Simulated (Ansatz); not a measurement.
Least gaps of 6 solids at two levels of theory, each on its r2SCAN cell, computed with Ansatz 0.2.0; one solid is withheld. Hybrids mostly run on coarser meshes. The set is drawn from solids with one anion, without Pb, Bi, Tl or Hg, whose band edges agree at both levels. Spin-unpolarised throughout; all numbers are computed.

```tsv
solid	PBE (eV)	HSE06 (eV)	edges, PBE
Cu2O (Pn-3m)	0.56	2.03	Γ
ZnO (wurtzite)	0.81	2.53	Γ
Li2O (antifluorite)	5.05	6.65	Γ → X
SiO2 (rutile)	5.56	7.66	Γ
SiO2 (P4_12_12)	5.73	7.51	Γ
```

**Question.** Fit a straight line y = a x + b, with x the PBE gap and y the HSE06 gap.

**Answer.** n = 5, Σx = 17.710, Σy = 26.380, Σx² = 90.219, Σxy = 122.391. Then a = (nΣxy − ΣxΣy)/(nΣx² − (Σx)²) = 1.053 and b = (Σy − aΣx)/n = +1.546 eV. The standard error of a is 0.042, and the residuals are Cu₂O -0.11, ZnO +0.13, Li₂O -0.21, SiO₂ +0.26, SiO₂ -0.07 eV.

**Question.** BaZrO₃ (cubic perovskite) has a PBE gap of 3.22 eV. Predict its HSE06 gap.

**Answer.** 1.053 × 3.22 + (1.546) = 4.94 eV; the run gives 4.69 eV. The miss, -0.25 eV, is within the scatter of the fitted rows (largest residual 0.26 eV).

**Question.** Is the correction a rigid shift, or does it grow with the gap?

**Answer.** The slope, 1.053 ± 0.042, can't be told from one, so these rows are served by a rigid shift of +1.73 eV. The row-by-row corrections run from +1.47 to +2.10 eV.

The runs are scalar-relativistic, without spin-orbit coupling.

The meshes of the hybrids are coarse, so their gaps aren't converged to the digits shown.
